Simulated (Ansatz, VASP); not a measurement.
## InPd in VASP and in Ansatz

Contents of INCAR:

```
SYSTEM = InPd
PREC = Accurate
ENCUT = 520
EDIFF = 1E-7
ISMEAR = -1
SIGMA = 0.05
LREAL = .FALSE.
LASPH = .TRUE.
NELM = 100
ALGO = Normal
ISIF = 2
LWAVE = .FALSE.
LCHARG = .FALSE.
GGA = PE
NBANDS = 18
```

Contents of KPOINTS:

```
Automatic mesh
0
G
  8 8 8
  0 0 0
```

Contents of POSCAR:

```
InPd
1.0
    0.0000000000      2.6900120256      2.6900120256
    2.6900120256      0.0000000000      2.6900120256
    2.6900120256      2.6900120256      0.0000000000
In Pd
1 1
Direct
    0.0000000000      0.0000000000      0.0000000000
    0.5000000000      0.5000000000      0.5000000000
```

Contents of input.yaml:

```yaml
crystal:
  lattice:
    - [0.0, 2.6900120256, 2.6900120256]
    - [2.6900120256, 0.0, 2.6900120256]
    - [2.6900120256, 2.6900120256, 0.0]
  atoms:
    - { symbol: In, position: [0.0, 0.0, 0.0] }
    - { symbol: Pd, position: [0.5, 0.5, 0.5] }
hamiltonian:
  xc: pbe
  pseudopotentials: { kind: paw }
kpoints:
  mp_grid: { grid: [8, 8, 8] }
scf:
  occupations: { method: fermi_dirac, width: 0.05 }
output:
  forces: true
  stress: true
  eigenvalues: true
```

Change from the starting cell: volume scaled by 0.94.

Alike in both runs: task single point; functional PBE; k mesh 8 × 8 × 8; occupations fermi-dirac, width 0.05 eV; no spin polarisation.

|  | VASP | Ansatz |
| --- | --- | --- |
| version | VASP 6.6.1 | Ansatz 0.2.0 |
| potentials or method | VASP PAW PBE potentials, release 64 (In_d, Pd) | Ansatz PAW |
| plane-wave cutoff (eV) | 520 | 420 |
| valence electrons in the cell | 23 | 31 |

Ansatz gave:

* gap on the k mesh at the Fermi level (eV): none
* pressure (GPa): 6.4

Q: Which values does VASP return?

A: gap on the k mesh at the Fermi level (eV): none; pressure (GPa): 6.5.

A gap of «none» marks a metal or a gap that the smearing closes. The functional is the same, so the differences come from potentials, cutoffs and numerics. The two sets of potentials don't hold the same shells in valence.
